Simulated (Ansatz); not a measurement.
# CrO₂

Computed with Ansatz (plane waves, PAW, 420 eV cutoff): PBE with spin–orbit coupling, two-component spinors, 6×6×10 k-mesh, Gaussian smearing of 0.05 eV. The datasets are Ansatz's generated set soft_2.

```
Cr O
1.0
     4.44352    0.00000    0.00000
     0.00000    4.44352    0.00000
     0.00000    0.00000    2.92274
Cr O
2 4
Direct
  0.00000 0.00000 0.00000
  0.50000 0.50000 0.50000
  0.30357 0.30357 0.00000
  0.19643 0.80357 0.50000
  0.69643 0.69643 0.00000
  0.80357 0.19643 0.50000
```

The chain of runs began from a cell as deposited in COD, expanded in volume.

Magnetic state: ferromagnetic, site spin moments Cr 1.91; O 0.28 μB, along [001] (Cartesian), which lowers the symmetry.

Cell and atoms are those of this level's equilibrium.

Path: Γ–X–M–Γ–Z–R–A–Z | X–R | M–A, with Γ = (0.000, 0.000, 0.000), X = (0.000, 0.500, 0.000), M = (0.500, 0.500, 0.000), Z = (0.000, 0.000, 0.500), R = (0.000, 0.500, 0.500), A = (0.500, 0.500, 0.500) in reciprocal vectors of the calculation's cell.

Is it a metal or an insulator, and if it has a gap, where are the band edges on this path?

A metal: bands cross the Fermi level.

Levels between -5 and 3 eV from the Fermi level at the path's named points:
| point | below E_F (eV) | above E_F (eV) |
| --- | --- | --- |
| Γ | -4.88 -4.88 -3.86 -3.86 -3.83 -3.83 -3.40 -3.38 -1.71 -1.67 -1.56 -1.38 -1.35 -1.29 -1.22 -1.19 -1.12 -1.10 -1.10 -0.94 -0.56 | 0.99 1.00 1.11 1.19 1.24 1.26 1.32 2.56 2.98 |
| X | -4.84 -4.84 -4.67 -4.67 -4.48 -4.48 -4.34 -4.34 -4.21 -4.21 -3.19 -3.19 -2.84 -2.84 -1.73 -1.73 -1.61 -1.61 -0.76 -0.76 -0.33 -0.33 | 0.37 0.37 1.65 1.65 1.81 1.81 2.09 2.09 |
| M | -4.96 -4.96 -4.05 -4.05 -3.96 -3.96 -3.67 -3.67 -3.18 -3.18 -2.52 -2.52 -2.51 -2.51 -2.16 -2.16 -2.08 -2.08 -1.45 -1.45 -1.09 -1.09 | 0.90 0.90 1.01 1.01 1.26 1.26 2.37 2.37 2.70 2.70 |
| Z | -4.83 -4.83 -4.14 -4.14 -3.91 -3.91 -3.78 -3.78 -3.52 -3.52 -2.69 -2.69 -2.58 -2.58 -0.69 -0.69 -0.01 -0.01 | 0.76 0.76 1.67 1.67 2.15 2.15 2.44 2.44 2.50 2.50 2.96 2.96 |
| R | -4.88 -4.88 -4.80 -4.80 -3.76 -3.76 -3.74 -3.74 -3.54 -3.54 -3.10 -3.10 -2.04 -2.04 -1.87 -1.87 -1.41 -1.41 -0.69 -0.69 | 0.72 0.72 0.94 0.94 1.67 1.67 2.19 2.19 2.55 2.55 |
| A | -4.67 -4.67 -4.11 -4.11 -3.87 -3.87 -2.69 -2.69 -2.35 -2.35 -1.73 -1.73 -1.66 -1.66 -0.68 -0.68 -0.24 -0.24 | 0.09 0.09 1.33 1.33 2.01 2.01 2.22 2.22 2.96 2.96 |

Site moments are of spin, integrated over Gaussian weights of 0.5 Å, which gives about a tenth less on f atoms than spheres do. Compounds of this kind are often insulators, Mott or charge-transfer ones with an open 3d shell, so the metal found may come from the functional, which lacks a U or exact exchange, or from the structure. No antiparallel order was tried.
